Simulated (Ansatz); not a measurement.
Wanted: the native input for an Ansatz 0.2.0 run.

```
Task                                : band structure
Functional                          : LDA
Potentials or basis                 : Ansatz PAW
Cutoff                              : 420 eV (not typed: the program's choice for these potentials)
k mesh                              : 10 × 10 × 10
Occupations                         : fermi-dirac, width 0.05 eV
Spin                                : no spin polarisation
Path                                : [["G", "L", "B1"], ["B", "Z", "G", "X"], ["Q", "F", "P1", "Z"], ["L", "P"]]
Points for each segment of the path : 14
```

Crystal: MgO2.

```xyz
3
Lattice="1.6048 0.9265 3.4940 -1.6048 0.9265 3.4940 0.0000 -1.8530 3.4940" Properties=species:S:1:pos:R:3 pbc="T T T"
Mg    0.0000    0.0000    0.0000
O     0.0000    0.0000    5.9874
O     0.0000    0.0000    4.4945
```

The cell comes from a database or a generator and needn't be the stable form of this composition.

These files were run (other wordings do the same):

input.yaml

```yaml
crystal:
  lattice:
    - [1.604761016, 0.9265092046, 3.4939788749]
    - [-1.604761016, 0.9265092046, 3.4939788749]
    - [0.0, -1.8530184092, 3.4939788749]
  atoms:
    - { symbol: Mg, position: [0.0, 0.0, 0.0] }
    - { symbol: O, position: [0.571214, 0.571214, 0.571214] }
    - { symbol: O, position: [0.428786, 0.428786, 0.428786] }
hamiltonian:
  xc: lda
  pseudopotentials: { kind: paw }
kpoints:
  mp_grid: { grid: [10, 10, 10] }
  band_path:
    path:
      - [[0.0, 0.0, 0.0], [0.5, 0.0, 0.0], [0.5, 0.2135445148, -0.2135445148]]
      - [[0.7864554852, 0.5, 0.2135445148], [0.5, 0.5, 0.5], [0.0, 0.0, 0.0], [0.3567722574, 0.0, -0.3567722574]]
      - [[0.6432277426, 0.3567722574, 0.0], [0.5, 0.5, 0.0], [0.6432277426, 0.6432277426, 0.2135445148], [0.5, 0.5, 0.5]]
      - [[0.5, 0.0, 0.0], [0.7864554852, 0.3567722574, 0.3567722574]]
    npoints: 14
scf:
  occupations: { method: fermi_dirac, width: 0.05 }
  n_extra_bands: 7
output:
  forces: true
  stress: true
  eigenvalues: true
  fatbands: true
```

Potentials or basis: Ansatz PAW.

Command:

```console
$ ansatz run input.yaml --threads 2 --pin off --max-ram 5632MiB --backend cpu --events-out ev --progress --plain --runs-dir out
```

Results of the run:

| Item | Value |
| --- | --- |
| Pressure | -10.1 GPa |
| Largest force | 0.450 eV/Å |
| Band gap on the k mesh | 2.19 eV, direct |
| Band gap along the path | 2.19 eV, direct |

Caveat: the pressure holds a Pulay correction of +1.1 GPa for the finite cutoff; the PAW data sets come from PBE, with cores solved anew for the run's functional, which leaves a small shift of forces and pressure.

It took 2.6 s on 2 threads of AMD EPYC 7R43 64-Core Processor (Zen 3), on a shared host, peak memory 0.37 GiB.
